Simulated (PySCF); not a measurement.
Pyrrolidine, C₄H₉N.
InChI=1S/C4H9N/c1-2-4-5-3-1/h5H,1-4H2

The closed-shell ground state was solved at several levels (PySCF, density fitting, gas phase, non-relativistic). One conformer (not necessarily the lowest) at the GFN2-xTB geometry, without solvent, vibrations or thermal averaging.

```tsv
level	basis functions	total energy (Eh)	HOMO (eV)	LUMO (eV)	gap (eV)	dipole (D)
PBE0/pcSseg-1	130	-212.2991	-6.52	1.21	7.73	1.29
CAM-B3LYP/def2-SVPD	172	-212.3217	-8.01	1.33	9.34	1.34
```

What might B3LYP/pcJ-1 (225 basis functions) give for the same quantities?

Total energy -212.5980 Eh, HOMO -6.24 eV, LUMO 0.93 eV, gap 7.17 eV, dipole 1.28 D.

Over all these levels, which gives the widest orbital gap and which the narrowest?

CAM-B3LYP/def2-SVPD (range-separated hybrid) has the widest, 9.34 eV, and B3LYP/pcJ-1 (global hybrid, 20 % exact exchange) the narrowest, 7.17 eV. Functional and basis both differ between the two, so the spread mixes both effects.

How far do the dipole and the HOMO energy spread over the levels?

The dipole runs from 1.28 to 1.34 D (mean 1.30 D) and the HOMO from -8.01 to -6.24 eV.
